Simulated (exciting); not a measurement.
Write an ASE script for exciting (release sodium) that does the following.

* Task: single point
* Functional: optB88 exchange with PBE correlation
* Potentials or basis: all-electron LAPW+lo, shipped species files, valence relativity iora*
* rgkmax: 9
* k mesh: 8 × 8 × 8
* Occupations: fermi-dirac, width 0.1 eV
* Spin: no spin polarisation
* outputlevel: normal
* gmaxvr (cutoff of density and potential): 14 1/bohr
* lmaxapw (and lmaxmat): 10
* lmaxvr: 8
* nempty: 8
* Valence relativity: iora*
* epsengy: 1e-05 Ha
* epspot: 1e-05 Ha
* maxscl: 60
* Muffin-tin radii: Ba 2.3 bohr

The structure of Ba lies in Ba.cif:

```cif
data_Ba
_cell_length_a 4.34138535
_cell_length_b 4.34138535
_cell_length_c 4.34138535
_cell_angle_alpha 109.47122063
_cell_angle_beta 109.47122063
_cell_angle_gamma 109.47122063
_space_group_name_H-M_alt 'P1'
_space_group_name_Hall 'P 1'
_space_group_IT_number 1
loop_
_space_group_symop_operation_xyz
'x,y,z'
loop_
_atom_site_label
_atom_site_type_symbol
_atom_site_symmetry_multiplicity
_atom_site_Wyckoff_symbol
_atom_site_fract_x
_atom_site_fract_y
_atom_site_fract_z
_atom_site_occupancy
Ba1 Ba 1 a 0.0000000000 0.0000000000 0.0000000000 1
```

One way to write it, as run:

run_exciting.py

```python
import subprocess
import xml.etree.ElementTree as ET
from ase.io import read
from ase.units import Bohr

atoms = read("Ba.cif")
rmt = {'Ba': 2.3}  # bohr
tasks = """
<groundstate do="fromscratch" ngridk="8 8 8" rgkmax="9" gmaxvr="14" lmaxapw="10" lmaxmat="10" lmaxvr="8" stype="Fermi Dirac" swidth="0.00367493" nempty="8" ValenceRelativity="iora*" epsengy="1e-05" epspot="1e-05" maxscl="60" tforce="true" outputlevel="normal">
  <libxc exchange="XC_GGA_X_OPTB88_VDW" correlation="XC_GGA_C_PBE"/>
</groundstate>
"""

root = ET.Element("input")
ET.SubElement(root, "title").text = "Ba"
structure = ET.SubElement(root, "structure", speciespath="./", tshift="false")
crystal = ET.SubElement(structure, "crystal", scale="1.0")
for vector in atoms.cell / Bohr:
    ET.SubElement(crystal, "basevect").text = " ".join(f"{x:.12f}" for x in vector)
symbols = atoms.get_chemical_symbols()
for element in dict.fromkeys(symbols):
    species = ET.SubElement(structure, "species", speciesfile=element + ".xml", rmt=str(rmt[element]))
    for symbol, position in zip(symbols, atoms.get_scaled_positions(wrap=False)):
        if symbol == element:
            ET.SubElement(species, "atom", coord=" ".join(f"{x:.12f}" for x in position))
root.extend(ET.fromstring("<tasks>" + tasks + "</tasks>"))
ET.indent(root)
ET.ElementTree(root).write("input.xml")
subprocess.run(["exciting_smp"], check=True)
```

Potentials or basis: all-electron LAPW+lo, shipped species files, valence relativity iora*.

Command:

```bash
$ OMP_NUM_THREADS=1 python run_exciting.py
```

Results of the run:

```yaml
Band_gap_on_the_k_mesh: none (metal or under the smearing width)
All_electrons_inside_the_program's_atomic_spheres: Ba 52.42 (radii Ba 2.3 bohr)
Density_of_states_at_the_Fermi_level: 1.17 states/eV per cell
```

Caveat: the log's total energy holds no entropy term; the free energy is that total less TS from the occupations; the basis of Au and Ba changes in steps between geometries, so energy differences can be off by several meV.

Run time: 2 min on 1 thread of Arm Neoverse V1 (shared host), peak memory 0.13 GiB.
